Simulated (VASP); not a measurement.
# KF under changes of volume

One of the cells (26.894 Å³/atom); the others are scaled copies at fixed shape and fractional positions:

```
CELL_PARAMETERS angstrom
0.00000 2.99606 2.99606
2.99606 0.00000 2.99606
2.99606 2.99606 0.00000
ATOMIC_POSITIONS crystal
K 0.75000 0.75000 0.75000
F 0.50000 0.50000 0.50000
```

The cell was built by a generator and needn't be a form met in nature.

- Program: VASP 6.6.1
- Functional: PBE
- Potentials or basis: VASP PAW PBE potentials, release 64 (K_sv, F)
- Cutoff: 520 eV
- k mesh: 8 × 8 × 8
- Occupations: fermi-dirac, width 0.05 eV
- Spin: no spin polarisation

```csv
volume (Å³/atom),energy over the lowest point (meV/atom),pressure (GPa),gap on the mesh (eV)
24.784,?,?,?
25.312,3.71,0.9,5.16
25.839,0.99,0.4,5.10
26.894,0.00,-0.4,4.99
27.421,1.42,-0.7,4.94
27.948,3.95,-1.1,4.89
```

Question: What does the run at 24.784 Å³/atom give?

Answer: Energy over the lowest point 8.15 meV/atom; pressure 1.5 GPa; gap on the mesh 5.21 eV.

Worked out: A Birch-Murnaghan fit of order 3 (a polynomial in V^(-2/3)) to the other rows has its minimum at 26.55 Å³/atom with B0 = V·E''(V) = 20 GPa and B' = 4.5. It gives 8.15 meV/atom at 24.784 Å³/atom, against the run's 8.15, and -dE/dV = 1.6 GPa, against 1.5. A straight line through the other rows of the gap, of slope -2.72 eV per unit of ln V, extrapolates to 5.22 eV, against the run's 5.21.

Energies are extrapolated to zero smearing.

A mesh can miss the band edges.
